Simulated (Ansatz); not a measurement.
**Equation of state of CdSe**

```cif
data_structure
_symmetry_space_group_name_H-M 'P 1'
_symmetry_Int_Tables_number 1
_cell_length_a 4.0644
_cell_length_b 4.0644
_cell_length_c 4.0644
_cell_angle_alpha 60.000
_cell_angle_beta 60.000
_cell_angle_gamma 60.000
_cell_volume 47.48
loop_
_atom_site_label
_atom_site_type_symbol
_atom_site_fract_x
_atom_site_fract_y
_atom_site_fract_z
_atom_site_occupancy
Cd1 Cd 0.00000 0.00000 0.00000 1
Se1 Se 0.50000 0.50000 0.50000 1
```

The runs use the primitive cell with vectors (0.000, 2.874, 2.874), (2.874, 0.000, 2.874), (2.874, 2.874, 0.000) Å, to which the k mesh refers.

The cell is the one relaxed in the Materials Project (mp-1055), not relaxed further here; entries there can be hypothetical.

Methods: DFT, PBEsol, all-electron LAPW, scalar-relativistic (Ansatz 0.2.0); DFT, PBEsol, PAW with Ansatz's default frozen-core files, scalar-relativistic (Ansatz 0.2.0).

For LAPW: a Γ-centred 11×11×11 k mesh, Fermi–Dirac smearing of 0.05 eV, basis error target 0.5 meV/atom, no spin polarisation. PAW takes a cutoff of 420 eV at this cell (files made with PBE, cores remade for this functional). The Ansatz runs share mesh, smearing and spin set-up. Plane-wave (PAW) pressures include the program's estimate of the Pulay term.

The cell above is scaled evenly, with fractional coordinates and shape held.

```tsv
V/V(cell)	V (Å³/atom)	P, LAPW (GPa)	P, PAW (GPa)	free energy over the lowest listed, PAW (meV/atom)
0.9405	22.325	-0.15	-0.15	0.0
0.9800	23.263	-2.77	-2.77	8.9
1.0000	23.738	-3.86	-3.87	18.8
1.0200	24.213	?	?	?
1.0600	25.162	-6.45	-6.45	65.3
```

Fill in the row V/V(cell) = 1.0200.

P, LAPW (GPa) = -4.84, P, PAW (GPa) = -4.84, free energy over the lowest listed, PAW (meV/atom) = 31.7.
